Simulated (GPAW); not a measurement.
# Hf (P6_3/mmc) in GPAW: a series of runs

The runs below take Hf through single point, with PBE.

Everything below comes from runs of GPAW 26.7.0. Logs are shortened: lines on timing, memory, paths and dates and some standing lists are left out, and cuts for length are marked. The log counts tension as positive stress, the text compression.

**1. The crystal as given**

The structure is hexagonal, space group P6_3/mmc (No. 194). The conventional cell has a = 3.197 Å, b = 3.197 Å, c = 5.058 Å, α = 90.00°, β = 90.00°, γ = 120.00°. Hf (site symmetry -6m2) is surrounded by 12 Hf at 3.13 to 3.20 Å.

**2. Single point, PBE**

run.py

```python
from ase.dft.bandgap import bandgap
from ase.io import read, write
from ase.units import Bohr, GPa
from gpaw import GPAW, PW
from gpaw.elf import elf_from_dft_calculation

atoms = read('POSCAR')

calc = GPAW(mode=PW(600),
            xc='PBE',
            kpts={'size': (10, 10, 5), 'gamma': True},
            occupations={'name': 'methfessel-paxton', 'order': 0, 'width': 0.019000000000000003},
            nbands=24,
            convergence={'density': 1e-05, 'energy': 1e-05},
            maxiter=150,
            txt='gpaw.txt')
atoms.calc = calc
energy = atoms.get_potential_energy()
forces = atoms.get_forces()
stress = atoms.get_stress()
calc.write('gs.gpw')
write('result.traj', atoms)
print(f'Energy: {energy:.6f} eV')
print('Forces (eV/A):')
print(forces.round(4))
print('Stress (GPa):', (stress / GPa).round(3))
print('Fermi level:', round(calc.get_fermi_level(), 4), 'eV')
print(f'Gap: {bandgap(calc)[0]:.4f} eV, direct: {bandgap(calc, direct=True)[0]:.4f} eV')

# fields on the real-space grid
write('density.cube', atoms, data=calc.get_pseudo_density() * Bohr**3)
write('potential.cube', atoms, data=calc.get_electrostatic_potential())
write('elf.cube', atoms, data=elf_from_dft_calculation(calc).data)
```

POSCAR

```
Hf
1.0
    3.1967000000      0.0000000000      0.0000000000
   -1.5983500000      2.7684234083      0.0000000000
    0.0000000000      0.0000000000      5.0578000000
Hf
2
Direct
    0.6666666667      0.3333333333      0.7500000000
    0.3333333333      0.6666666667      0.2500000000
```

Potentials or basis: GPAW PAW data sets (gpaw-data 1.2.1), pw.

Started as:

```sh
OMP_NUM_THREADS=1 python run.py
```

gpaw.txt:

```text
__  _  _
 | _ |_)|_||  |
 |__||  | ||/\| - 26.7.0

Input parameters:
  mode=PW(ecut=600.0),
  convergence={'density': 1e-05, 'energy': 1e-05},
  kpts=MonkhorstPack(size=(10, 10, 5), gamma=True),
  maxiter=150,
  nbands=24,
  occupations=Occupations(name='methfessel-paxton', order=0, width=0.019000000000000003),
  xc=XC(name='PBE')

Diagonalizing LCAO Hamiltonian
Converting LCAO to pw mode

           Hf

        Hf

Atoms  # Å, Bohr magnetons
|   | symbol |         x |        y |        z |    initial magnetic moments |
|---|--------|-----------|----------|----------|-----------------------------|
| 0 |     Hf |  1.598350 | 0.922808 | 3.793350 | ( 0.0000,  0.0000,  0.0000) |
| 1 |     Hf | -0.000000 | 1.845616 | 1.264450 | ( 0.0000,  0.0000,  0.0000) |

Unit cell  # Å
| periodic |         x |        y |        z |  lengths |     angles |
|----------|-----------|----------|----------|----------|------------|
|      yes |  3.196700 | 0.000000 | 0.000000 | 3.196700 |  90.000000 |
|      yes | -1.598350 | 2.768423 | 0.000000 | 3.196700 |  90.000000 |
|      yes |  0.000000 | 0.000000 | 5.057800 | 5.057800 | 120.000000 |

Number of symmetries: 12
Symmetry operations  # r_c * U_cc + t_c -> r_c
|    | kind |            matrix            |
|----|------|------------------------------|
|  0 |  σ   |  1, 1, 0,  0,-1, 0,  0, 0, 1 |
|  1 |  S6  |  1, 1, 0, -1, 0, 0,  0, 0,-1 |
|  2 |  E   |  1, 0, 0,  0, 1, 0,  0, 0, 1 |
|  3 |  C2  |  1, 0, 0, -1,-1, 0,  0, 0,-1 |
|  4 |  C2  |  0, 1, 0,  1, 0, 0,  0, 0,-1 |
|  5 |  C3  |  0, 1, 0, -1,-1, 0,  0, 0, 1 |
|  6 |  S6  |  0,-1, 0,  1, 1, 0,  0, 0,-1 |
|  7 |  σ   |  0,-1, 0, -1, 0, 0,  0, 0, 1 |
|  8 |  σ   | -1, 0, 0,  1, 1, 0,  0, 0, 1 |
|  9 |  i   | -1, 0, 0,  0,-1, 0,  0, 0,-1 |
| 10 |  C3  | -1,-1, 0,  1, 0, 0,  0, 0, 1 |
| 11 |  C2  | -1,-1, 0,  0, 1, 0,  0, 0,-1 |

BZ-sampling:
  Number of BZ points: 500
  Number of IBZ points: 58

  Monkhorst-Pack size: [10, 10, 5]
  Monkhorst-Pack shift: [0.05, 0.05, 0.0]

K-points  # in reciprocal-cell coordinates
|     |                                coordinates |     weight |
|-----|--------------------------------------------|------------|
|   0 | (  0.00000000,   0.00000000,   0.00000000) | 0.00200000 |
|   1 | (  0.00000000,   0.00000000,   0.20000000) | 0.00400000 |
|   2 | (  0.00000000,   0.00000000,   0.40000000) | 0.00400000 |
|   3 | (  0.10000000,   0.00000000,  -0.40000000) | 0.01200000 |
|   4 | (  0.10000000,   0.00000000,  -0.20000000) | 0.01200000 |
|   5 | (  0.10000000,   0.00000000,   0.00000000) | 0.01200000 |
|   6 | (  0.10000000,   0.00000000,   0.20000000) | 0.01200000 |
|   7 | (  0.10000000,   0.00000000,   0.40000000) | 0.01200000 |
|   8 | (  0.20000000,  -0.10000000,   0.00000000) | 0.01200000 |
|   9 | (  0.20000000,  -0.10000000,   0.20000000) | 0.02400000 |
| ... |                                            |            |
|  57 | (  0.50000000,   0.50000000,   0.40000000) | 0.01200000 |

Plane wave coefficients: 1518
Cutoff: 600.0 eV

Spin-components: 1 (collinear spins)
Bands:           24
Projectors:      12
Spin-degeneracy: 2
Datatype:        complex128

Parallelization:
  kpt:    1
  domain: 1
  band:   1

Density:
  Valence electrons: 24.0
  Components: 1
  Grid points: [20 20 30]
  Charge: 0.0  # |e|

Potential:
  Grid points: [20 20 30]

species:
  Hf:
    name:    Hafnium
    Z:       72.0
    valence: 12
    core:    60
    charge:  0.0  # [|e|]
    compensation charges:
      type: gauss
      rc: 0.41  # [Å]
      lmax: 2
    cutoffs:
      filter: 2.36  # [Å]
      core: 4.02  # [Å]
    projectors
    | kind |    occ | energy [eV] | rcut [Å] |
    |------|--------|-------------|----------|
    |   5s |  2.000 |     -66.831 |    1.397 |
    |   6s |  2.000 |      -5.097 |    1.397 |
    |   5p |  6.000 |     -35.599 |    1.307 |
    |   6p |  0.000 |      -1.401 |    1.307 |
    |   5d |  2.000 |      -2.699 |    1.334 |
    |    d |        |      24.513 |    1.334 |

    Using partial waves for Hf as LCAO basis

Reference energy: -819772.230551  # eV

eigensolver:
  PPCG
  Converge bands: occupied
  niter=2

density mixing:
  MSR1-Mixer
  Pratt-step length: 0.05
  Maximum mixing coefficient: 0.75
  Old densities: 10
  SVD Regularization: 0.005
  Good broyden scale: 1.0
  Trust region scale: 1.0
  Backstep threshold: 4.0
  History deletion threshold: 6.0
  Fourier metric: weight=20.0, sigma=0.015

occupation numbers:
  Methfessel-Paxton:
    width: 0.0190  # eV
    order: 0

poisson solver:
  ecut: 4800.0  # eV

xc functional:
  name: PBE with 2 nearest neighbor stencil

convergence criteria:
- Maximum integral of absolute [dens]ity change: 1e-05 electrons / valence electron
- Maximum [total energy] change in last 3 cyles: 1e-05 eV / valence electron
- Maximum integral of absolute [eigenst]ate change: 4e-08 eV^2 / valence electron
maximum number of iterations: 150

SCF iterations
|iter     | |      energy | eigst |  dens |
|---------|-|-------------|-------|-------|
|iter:   1| |  -15.242935 | -0.17 |       |
|iter:   2| |  -15.208164 | -2.79 | -1.27 |
|iter:   3| |  -15.021641 | -1.68 | -1.30 |
|iter:   4| |  -15.028864 | -3.00 | -1.90 |
|iter:   5| |  -15.030705 | -4.33 | -2.36 |
|iter:   6| |  -15.030725 | -5.91 | -3.44 |
|iter:   7| |  -15.030727c| -7.25 | -4.03 |
|iter:   8| |  -15.030727c| -7.62c| -4.80 |
|iter:   9| |  -15.030727c| -8.32c| -5.88c|

Converged in 9 steps
Energy contributions relative to reference atoms: (reference = -819772.230551)

Energy contributions:
  Kinetic:          14.431063
  Coulomb:         -13.868520
  Zero:             -0.980268
  External:          0.000000
  Xc:              -14.612783
  Entropy:          -0.000436
  Spinorbit:         0.000000
  ----------------------------
  Free energy:     -15.030944
  Extrapolated:    -15.030727

dipole moment: (-0.000013, -0.000023, -0.000042)  # |e|*Ang

Fermi level: 9.953
Eigenvalues  # (at kpt = [0.000, 0.000, 0.000])
| band index |      eig [eV] | occ [0-2] |
|------------|---------------|-----------|
|          0 |       -51.811 |     2.000 |
|        ... |               |           |
|          2 |       -21.136 |     2.000 |
|          3 |       -20.398 |     2.000 |
|          4 |       -20.398 |     2.000 |
|          5 |       -20.276 |     2.000 |
|          6 |       -20.271 |     2.000 |
|          7 |       -20.271 |     2.000 |
[... 8 lines left out ...]
|         16 |        12.605 |     0.000 |
|         17 |        12.605 |     0.000 |
|        ... |               |           |
|         23 |        27.628 |     0.000 |

No gap
No difference between direct/indirect transitions

Forces  # eV/Ang
|        x |        y |        z |
|----------|----------|----------|
| -0.00000 |  0.00000 |  0.00000 |  # Hf   0
|  0.00000 | -0.00000 | -0.00000 |  # Hf   1

Stress tensor  # eV/Ang^3
|         x |         y |         z |
|-----------|-----------|-----------|
| -0.006534 | -0.000000 |  0.000000 |
| -0.000000 | -0.006534 | -0.000000 |
|  0.000000 | -0.000000 | -0.004253 |

# Writing to gs.gpw (mode='')
```

It took 33 s on 1 thread of Arm Neoverse V1, shared host; peak memory 0.19 GiB.

Results:

```yaml
Free_energy: -15.0309 eV
Pressure: 0.9 GPa
Band_gap_on_the_k_mesh: none (metal or under the smearing width)
```

Stress tensor (GPa, compression positive):
```
1.05 0.00 0.00
0.00 1.05 0.00
0.00 0.00 0.68
```

Levels at points of the mesh, in eV from the Fermi level:
```csv
k point,band 8,band 9,band 10,band 11,band 12,band 13,band 14,band 15,band 16,band 17
"(0.00, 0.00, 0.00)",-30.22,-7.33,-3.67,0.62,1.20,1.20,1.47,2.02,2.02,2.65
"(0.50, 0.50, 0.00)",-30.31,-3.32,-2.72,-2.21,-0.80,0.81,0.88,1.69,5.89,6.39
```

**3. Single point, PBE**

run.py

```python
from ase.dft.bandgap import bandgap
from ase.io import read, write
from ase.units import GPa
from gpaw import GPAW, PW

atoms = read('Hf.xyz')

calc = GPAW(mode=PW(600),
            xc='PBE',
            kpts={'size': (10, 10, 5), 'gamma': True},
            occupations={'name': 'methfessel-paxton', 'order': 0, 'width': 0.02},
            nbands=24,
            convergence={'density': 1e-05, 'energy': 1e-05},
            maxiter=150,
            txt='gpaw.txt')
atoms.calc = calc
energy = atoms.get_potential_energy()
forces = atoms.get_forces()
stress = atoms.get_stress()
calc.write('gs.gpw')
write('result.traj', atoms)
print(f'Energy: {energy:.6f} eV')
print('Forces (eV/A):')
print(forces.round(4))
print('Stress (GPa):', (stress / GPa).round(3))
print('Fermi level:', round(calc.get_fermi_level(), 4), 'eV')
print(f'Gap: {bandgap(calc)[0]:.4f} eV, direct: {bandgap(calc, direct=True)[0]:.4f} eV')
```

Hf.xyz

```xyz
2
Lattice="3.1967000000 0.0000000000 0.0000000000 -1.5983500000 2.7684234083 0.0000000000 0.0000000000 0.0000000000 5.0578000000" Properties=species:S:1:pos:R:3 pbc="T T T"
Hf     1.5983500002      0.9228078027      3.7933500000
Hf    -0.0000000002      1.8456156056      1.2644500000
```

Potentials or basis: GPAW PAW data sets (gpaw-data 1.2.1), pw.

Started as:

```sh
OMP_NUM_THREADS=1 python run.py
```

Wall time 31 s (1 thread of Arm Neoverse V1, shared host); peak memory 0.18 GiB.

Results (log left out):

```yaml
Free_energy: -15.0310 eV
Pressure: 0.9 GPa
Band_gap_on_the_k_mesh: none (metal or under the smearing width)
```

Stress tensor (GPa, compression positive):
```
1.05 0.00 0.00
0.00 1.05 0.00
0.00 0.00 0.68
```

Levels at points of the mesh, in eV from the Fermi level:
| k point | band 10 | band 11 | band 12 | band 13 | band 14 | band 15 |
| --- | --- | --- | --- | --- | --- | --- |
| (0.00, 0.00, 0.00) | -3.67 | 0.62 | 1.20 | 1.20 | 1.47 | 2.02 |
| (0.50, 0.50, 0.00) | -2.72 | -2.21 | -0.80 | 0.81 | 0.88 | 1.69 |

Spin-orbit coupling is left out, which matters for the levels of Hf.
